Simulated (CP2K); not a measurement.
Crystal: As.

```
As
1.0
     4.13100    0.00000    0.00000
     2.41839    3.34911    0.00000
     2.41839    1.23667    3.11243
As
2
Direct
  0.22600 0.22600 0.22600
  0.77400 0.77400 0.77400
```

- Program: CP2K 2026.2
- Task: single point
- Functional: PBEsol
- Potentials or basis: POTENTIAL_UZH As GTH-PBE-q5; TZVP-MOLOPT-PBE-GTH basis
- Density cutoff: 6123 eV
- k mesh: 9 × 9 × 9
- Occupations: fermi-dirac, width 0.05 eV
- Spin: no spin polarisation

On this cell: pressure 2.7 GPa; largest force 0.639 eV/Å; band gap on the k mesh none (metal or under the smearing width).

The same run follows on a disturbed copy (atoms moved at random, drawn with an rms of 0.05 Å):

```
As
1.0
     4.13100    0.00000    0.00000
     2.41839    3.34911    0.00000
     2.41839    1.23667    3.11243
As
2
Cartesian
  1.9816 1.0406 0.7246
  6.9368 3.5472 2.3907
```

What changes?

The energy (extrapolated to zero smearing) moves by +12.1 meV/atom; pressure 3.3 GPa; largest force 0.927 eV/Å; band gap on the k mesh none (metal or under the smearing width).

Forces in eV/Å, atoms in the order of the input:
```
As   0.878  0.291 -0.047
As  -0.878 -0.291  0.047
```

Stress tensor (GPa, compression positive):
```
 3.79 -0.18 -1.35
-0.18  2.67 -1.22
-1.35 -1.22  3.44
```

Caveats: the potentials were made for another functional, which shifts forces and pressure; the basis of atomic orbitals isn't converged, which shifts pressures, moduli and gaps.
